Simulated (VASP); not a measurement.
Wanted: the native input for a VASP 6.6.1 run.

| Quantity | Value |
| --- | --- |
| Task | electric field gradients |
| Functional | PBEsol |
| Potentials or basis | VASP PAW PBE potentials, release 64 (Ta_pv, Si) |
| Cutoff | 520 eV |
| k mesh | 5 × 5 × 3 |
| Occupations | gaussian, width 0.02 eV |
| Spin | no spin polarisation |
| Further INCAR settings | ALGO = Fast; EDIFF = 1e-08 |

The structure of TaSi2 lies in POSCAR:

```
TaSi2
1.0
    4.7839000000      0.0000000000      0.0000000000
   -2.3919500000      4.1429789292      0.0000000000
    0.0000000000      0.0000000000      6.5700000000
Ta Si
3 6
Direct
    0.0000000000      0.5000000000      0.3333333333
    0.5000000000      0.5000000000      0.6666666667
    0.5000000000      0.0000000000      0.0000000000
    0.3179400000      0.1589700000      0.3333333333
    0.1589700000      0.8410300000      0.6666666667
    0.8410300000      0.6820600000      0.0000000000
    0.6820600000      0.8410300000      0.3333333333
    0.8410300000      0.1589700000      0.6666666667
    0.1589700000      0.3179400000      0.0000000000
```

The input as run:

INCAR

```
SYSTEM = TaSi2
PREC = Accurate ; ENCUT = 520
EDIFF = 1E-8 ; ISMEAR = 0
SIGMA = 0.02 ; LREAL = .False.
LASPH = .True. ; NELM = 60
ALGO = Fast ; ISIF = 2
LWAVE = .False. ; LCHARG = .False.
GGA = PS ; LEFG = .True.
```

KPOINTS

```
regular mesh
0
Gamma
  5 5 3
  0 0 0
```

Potentials or basis: VASP PAW PBE potentials, release 64 (Ta_pv, Si).

Launch:

```bash
$ cat potpaw_PBE.64/Ta_pv/POTCAR potpaw_PBE.64/Si/POTCAR > POTCAR
$ mpirun -np 1 vasp_std > vasp.out
```

Results of the run:

| Item | Value |
| --- | --- |
| Pressure | -1.9 GPa |
| Largest force | 0.023 eV/Å |
| Band gap on the k mesh | none (metal or under the smearing width) |

Caveat: the PAW data sets were made with another functional, which shifts forces and pressure a little.

It took 81 s on 1 thread of Intel(R) Xeon(R) Platinum 8259CL CPU @ 2.50GHz (Skylake/Cascade Lake), on a shared host, peak memory 0.25 GiB.
